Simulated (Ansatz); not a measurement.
A trial cell of Ge, before relaxation:

```
Ge
1.0
     5.99394    0.00000    0.00000
     0.00000    4.61408    0.00000
     0.00000    0.00000    4.88934
Ge
8
Direct
  0.40861 0.25000 0.00000
  0.59139 0.75000 0.50000
  0.59139 0.75000 0.00000
  0.40861 0.25000 0.50000
  0.91607 0.50968 0.25000
  0.08393 0.49032 0.75000
  0.08393 0.00968 0.25000
  0.91607 0.99032 0.75000
```

These are results of DFT PBE, scalar-relativistic, plane waves, PAW in Ansatz, not measurements. Cutoff 420 eV, Gaussian smearing, Γ-centred meshes. Cell and atoms relax first on a coarse mesh and then on a finer one. In between, the cell is made exact in the group found at 0.06 Å. In metals the finer mesh still leaves noise of several meV/atom or more. The steps can't lower the symmetry of their start. No spin polarisation.

A guess keeps its type if space group and coordination stay and the shape of the cell changes little (axis ratios within about 15 %, angles within 6°); the volume may change.

Task: Does this structure survive the relaxation?

Result: It keeps its type. The symmetry stays Pbcm (No. 57). The volume per atom grows by 22.3 %, from 16.9 to 20.7 Å³. The shortest distance goes from 2.44 Å (Ge–Ge) to 2.68 Å (Ge–Ge). Counting neighbours within 15 % of an atom's shortest distance, the start has Ge 6 and the end Ge 6.

The last run used a 6×8×8 mesh (in the run's order of axes) for its 8-atom cell and Gaussian smearing of 0.10 eV. Symmetry constrained the relaxation, so the result can be a saddle point.
